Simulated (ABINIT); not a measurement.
Wanted: the native input for an ABINIT 10.8.3 (patched build) run.

```yaml
Task: band structure
Functional: SOGGA
Potentials_or_basis: JTH PAW PBE v2.0
Cutoff: 408 eV
k_mesh: 7 × 7 × 5
Occupations: fermi-dirac, width 0.05 eV
Spin: no spin polarisation
Fine-grid_cutoff: 816.342 eV
Exchange_and_correlation_inside_the_PAW_spheres: full angular mesh (pawxcdev 0, this build's default; the released program takes 1)
```

Te:

```
CELL_PARAMETERS angstrom
4.45400 0.00000 0.00000
-2.22700 3.85728 0.00000
0.00000 0.00000 5.92400
ATOMIC_POSITIONS crystal
Te 0.73100 0.73100 0.00000
Te 0.00000 0.26900 0.66667
Te 0.26900 0.00000 0.33333
```

These files were run (other wordings do the same):

run.abi

```
ndtset 2

pp_dirpath "./"
pseudos "Te.GGA_PBE-JTH.xml"

acell 3*1.0 Angstrom
rprim
     4.4540000000     0.0000000000     0.0000000000
    -2.2270000000     3.8572771485     0.0000000000
     0.0000000000     0.0000000000     5.9240000000
ntypat 1
znucl 52
natom 3
typat 1 1 1
xcart
     3.0763550781     5.3284032975     0.0000000000
    -1.1320650014     1.9607940999     7.4631583752
     2.2641300028     0.0000000000     3.7315791871

ecut 15.0
pawecutdg 30.0

ixc -150130

occopt 3
tsmear 0.00183747

nstep 100

iomode 3
prtwf 0
prteig 0
prtebands 0
prtden1 1

kptopt1 1
ngkpt1 7 7 5
nshiftk1 1
shiftk1 0.0 0.0 0.0
nband1 13
tolvrs1 1.0e-9

iscf2 -2
getden2 1
nband2 19
nbdbuf2 4
tolwfr2 1.0e-11
kptopt2 -7
ndivsm2 8
prteig2 1
kptbounds2
     0.0000000000     0.0000000000     0.0000000000
     0.5000000000     0.0000000000     0.0000000000
     0.3333333333     0.3333333333     0.0000000000
     0.0000000000     0.0000000000     0.0000000000
     0.0000000000     0.0000000000     0.5000000000
     0.5000000000     0.0000000000     0.5000000000
     0.3333333333     0.3333333333     0.5000000000
     0.0000000000     0.0000000000     0.5000000000
```

Potentials or basis: JTH PAW PBE v2.0.

Command:

```sh
$ abinit run.abi > log 2>&1
```

Results of the run:

```yaml
Pressure: -1.8 GPa
Largest_force: 0.174 eV/Å
Band_gap_along_the_path: 0.12 eV, indirect (least direct gap 0.14 eV)
Valence_electrons_inside_the_program's_atomic_spheres: Te 3.04 (radii [1.223] Å)
```

Caveat: the PAW data sets were made with another functional, which shifts forces and pressure a little; spin-orbit coupling is left out, which moves the levels of the heavy elements.

Wall time 89 s on 1 thread of Intel(R) Xeon(R) Processor @ 2.70GHz, on a shared host, peak memory 0.15 GiB.
